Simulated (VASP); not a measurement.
Na: single point with PBEsol

Na:

```
Na
1.0
     7.43257    1.85814    1.85814
     1.85814    7.43257    1.85814
     1.85814    1.85814    7.43257
Na
1
Direct
  0.00000 0.00000 0.00000
```

This isn't the form of Na at room conditions, which is bcc.

```
Program                : VASP 6.6.1
Task                   : single point
Functional             : PBEsol
Potentials or basis    : VASP PAW PBE potentials, release 64 (Na_pv)
Cutoff                 : 520 eV
k mesh                 : 8 × 8 × 8
Occupations            : gaussian, width 0.15 eV
Spin                   : no spin polarisation
Dipole correction      : no
Further INCAR settings : ALGO = Fast; EDIFF = 1e-06; NBANDS = 10
```

| Item | Value |
| --- | --- |
| Pressure | -0.1 GPa |
| Band gap on the k mesh | none (metal or under the smearing width) |

Levels at points of the mesh, in eV from the Fermi level:
| k point | band 1 | band 2 | band 3 | band 4 | band 5 | band 6 | band 7 | band 8 |
| --- | --- | --- | --- | --- | --- | --- | --- | --- |
| (0.00, 0.00, 0.00) | -26.07 | -26.07 | -26.07 | -0.38 | 2.83 | 2.83 | 2.83 | 3.04 |
| (0.50, 0.00, 0.00) | -26.07 | -26.07 | -26.07 | 0.00 | 1.25 | 2.64 | 2.64 | 3.11 |
| (0.50, 0.50, 0.00) | -26.07 | -26.07 | -26.07 | 0.13 | 1.40 | 2.22 | 2.22 | 2.75 |

Run time: 69 s on 1 thread of Intel(R) Xeon(R) Platinum 8488C (Sapphire Rapids), on a shared host, peak memory 0.5 GiB.

Caveat: the PAW data sets were made with another functional, which shifts forces and pressure a little.
